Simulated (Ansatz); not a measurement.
# Preparing CdS (F-43m) as a host crystal

Before any defect goes in: CdS (F-43m) at rest, and how it screens a charge.

Calculated with Ansatz 0.2.0; plane-wave PAW DFT, r2SCAN; relaxation of the host's cell and atoms; PAW set soft_1, in the first sound run; inputs show where later runs differ.

This is a report of a sequence of runs, with most program output left out.

**1. The structure**

The structure is cubic, space group F-43m (No. 216). Conventional cell: a = 5.886 Å, b = 5.886 Å, c = 5.886 Å, α = 90.00°, β = 90.00°, γ = 90.00°. Nearest to Cd lie 4 S at 2.55 Å. Nearest to S lie 4 Cd at 2.55 Å. Farther neighbours and most contacts between anions are not listed.

**2. Host cell relaxation**

Cell and atoms are relaxed together, until forces and stress fall under their thresholds.

File cell/input.yaml:

```yaml
crystal:
  lattice:
    - [0.0, 2.9429535, 2.9429535]
    - [2.9429535, 0.0, 2.9429535]
    - [2.9429535, 2.9429535, 0.0]
  atoms:
    - { symbol: Cd, position: [0.0, 0.0, 0.0] }
    - { symbol: S, position: [0.75, 0.75, 0.75] }
basis:
  ecutwfc: 500
  xc_grid: 2
hamiltonian:
  xc: r2scan
  pseudopotentials: { kind: paw, azcp: { folder: soft_1 } }
kpoints:
  mp_grid: { grid: [8, 8, 8] }
scf:
  occupations: { method: fixed }
  max_iter: 100
relax:
  f_tol: 0.005
  max_steps: 60
  cell: {}
output:
  forces: true
  stress: true
checkpoint:
  write: "../cell.run"
  compress: false
  write_wavefunctions: false
  write_every: 100000
```

Started as:

```
ansatz run input.yaml --threads 32 --pin off --max-ram 56524MiB --backend cuda --events-out ev --progress --plain --runs-dir out --max-vram 78GiB
```

Elapsed: 2.1 s, on 1 × NVIDIA GB200 with 32 threads of Arm Neoverse V2, shared host; peak memory 1.1 GiB.

Step by step:

| step | energy less that of the first step (eV) | largest force component (eV/Å) | pressure (GPa) | volume (Å³) |
| --- | --- | --- | --- | --- |
| 1 | 0.0000 | 0.0000 | -0.21 | 50.98 |
| 2 | -0.0002 | 0.0000 | 0.01 | 50.79 |
| 3* | -0.0001 | 0.0000 | 0.01 | 50.79 |

Relaxation steps marked * repeat the geometry before them on a plane-wave basis chosen anew for their cell, so energy and pressure can jump there.

| conventional cell, symmetrised | before | after | change |
| --- | --- | --- | --- |
| a (Å) | 5.886 | 5.879 | -0.1 % |
| b (Å) | 5.886 | 5.879 | -0.1 % |
| c (Å) | 5.886 | 5.879 | -0.1 % |
| volume (Å³/atom) | 25.49 | 25.40 | -0.4 % |

Final coordinates:

```
Cd S
1.0
     0.00000    2.93934    2.93934
     2.93934    0.00000    2.93934
     2.93934    2.93934    0.00000
Cd S
1 1
Direct
  0.00000 0.00000 0.00000
  0.75000 0.75000 0.75000
```

Numbers from this step:

```yaml
pressure: 0.01104 GPa
```

The cell shrank by 0.4 % in volume.

**3. Dielectric tensors of the host**

The response to a uniform electric field gives the electronic dielectric tensor.

This step: plane-wave PAW DFPT, PBEsol; dielectric tensors, Born charges and zone-centre modes of the host; PAW set soft_1 (Ansatz 0.2.0).

File eps/input.yaml:

```yaml
crystal:
  lattice:
    - [0.0, 2.9393432256, 2.9393432256]
    - [2.9393432256, 0.0, 2.9393432256]
    - [2.9393432256, 2.9393432256, 0.0]
  atoms:
    - { symbol: Cd, position: [0.0, 0.0, 0.0] }
    - { symbol: S, position: [0.75, 0.75, 0.75] }
basis:
  ecutwfc: 420
hamiltonian:
  xc: pbesol
  pseudopotentials: { kind: paw, azcp: { folder: soft_1 }, xc_functional: pbe }
kpoints:
  mp_grid: { grid: [7, 7, 7] }
scf:
  occupations: { method: fixed }
  max_iter: 100
phonons:
  method: dfpt
  dielectric: true
  rigid_motions: translations
```

It took 7.2 s on 1 × NVIDIA GB200 with 32 threads; peak memory 1.4 GiB; 57 s of CPU time.

Electronic dielectric tensor:

```
6.49 0.00 0.00
0.00 6.49 0.00
0.00 0.00 6.49
```

Static dielectric tensor:

```
10.34  0.00  0.00
 0.00 10.34  0.00
 0.00  0.00 10.34
```

The electronic dielectric tensor is isotropic, 6.49. The static dielectric tensor is isotropic, 10.34.

**4. Primitive cell on a dense mesh**

A dense mesh gives the host's converged energy, against which the supercell's sampling is tested.

This step: plane-wave PAW DFT, r2SCAN; single point of the host's primitive cell on a dense mesh; PAW set soft_1 (Ansatz 0.2.0).

File dense/input.yaml:

```yaml
crystal:
  lattice:
    - [0.0, 2.9393432256, 2.9393432256]
    - [2.9393432256, 0.0, 2.9393432256]
    - [2.9393432256, 2.9393432256, 0.0]
  atoms:
    - { symbol: Cd, position: [0.0, 0.0, 0.0] }
    - { symbol: S, position: [0.75, 0.75, 0.75] }
basis:
  ecutwfc: 500
  xc_grid: 2
hamiltonian:
  xc: r2scan
  pseudopotentials: { kind: paw, azcp: { folder: soft_1 } }
kpoints:
  mp_grid: { grid: [8, 8, 8] }
scf:
  occupations: { method: fermi_dirac, width: 0.01 }
  max_iter: 80
```

Elapsed: 1.8 s, on 1 × NVIDIA GB200 with 32 threads; peak memory 1 GiB.

**5. Self-consistent run**

This step: plane-wave PAW DFT, r2SCAN; single point of the defect-free supercell, a test of its k-points; PAW set soft_1 (Ansatz 0.2.0).

System of this step: CdS (F-43m). The cell holds 54 atoms: 27 Cd and 27 S. Its edges and angles: a = 12.471 Å, b = 12.471 Å, c = 12.471 Å, α = 60.0°, β = 60.0°, γ = 60.0°.

File pristine.sampling/input.yaml:

```yaml
crystal:
  lattice:
    - [0.0, 8.8180296768, 8.8180296768]
    - [8.8180296768, 0.0, 8.8180296768]
    - [8.8180296768, 8.8180296768, 0.0]
  atoms:
    - { symbol: Cd, position: [0.0, 0.0, 0.0] }
    - { symbol: S, position: [0.25, 0.25, 0.25] }
    - { symbol: Cd, position: [0.0, 0.0, 0.3333333333] }
    - { symbol: S, position: [0.25, 0.25, 0.5833333333] }
    - { symbol: Cd, position: [0.0, 0.0, 0.6666666667] }
    - { symbol: S, position: [0.25, 0.25, 0.9166666667] }
    - { symbol: Cd, position: [0.0, 0.3333333333, 0.0] }
    - { symbol: S, position: [0.25, 0.5833333333, 0.25] }
[... 42 atom lines left out ...]
    - { symbol: Cd, position: [0.6666666667, 0.6666666667, 0.3333333333] }
    - { symbol: S, position: [0.9166666667, 0.9166666667, 0.5833333333] }
    - { symbol: Cd, position: [0.6666666667, 0.6666666667, 0.6666666667] }
    - { symbol: S, position: [0.9166666667, 0.9166666667, 0.9166666667] }
basis:
  ecutwfc: 500
  xc_grid: 2
hamiltonian:
  xc: r2scan
  pseudopotentials: { kind: paw, azcp: { folder: soft_1 } }
kpoints:
  mp_grid: { grid: [1, 1, 1], shift: [0.25, 0.25, 0.25] }
scf:
  occupations: { method: fermi_dirac, width: 0.01 }
  max_iter: 80
```

Elapsed: 1.9 s, on 1 × NVIDIA GB200 with 32 threads; peak memory 1.5 GiB.

Numbers from this step:

- energy over dense mesh: 0.03273 eV/atom

**6. What came out**

| Item | Value |
| --- | --- |
| primitive cell vectors, lengths | 4.157, 4.157, 4.157 Å |
| electronic dielectric constant | 6.49 |
| static dielectric constant | 10.34 |
| gap on the k-mesh of the response run (PBEsol) | 0.95 eV |
| energy an atom at one point at (¼, ¼, ¼) less that on the dense mesh | 0.033 eV |

**Reading.** The k-mesh can miss the band edges, so this gap is an upper bound at this level. All at zero temperature.

[Logs are printed without paths, hosts, clocks, repeated set-up lines and the standing remarks that a program may print on its own settings, such as how far it seeks lower states.]

[Hosts, paths, dates, database ids (printed as entryN), source tags and the programs' standing remarks are cut or masked in the printed files.]

[Runs of the host that timed out are not shown.]

[For some hosts the program warned that the k-mesh of the response run may be too coarse for force constants and the static dielectric constant; such warnings are not always shown.]

[The program warned that the k-mesh of a response run behind this text may be too coarse: force constants, and the static dielectric constant and all else formed from them, are not shown converged.]
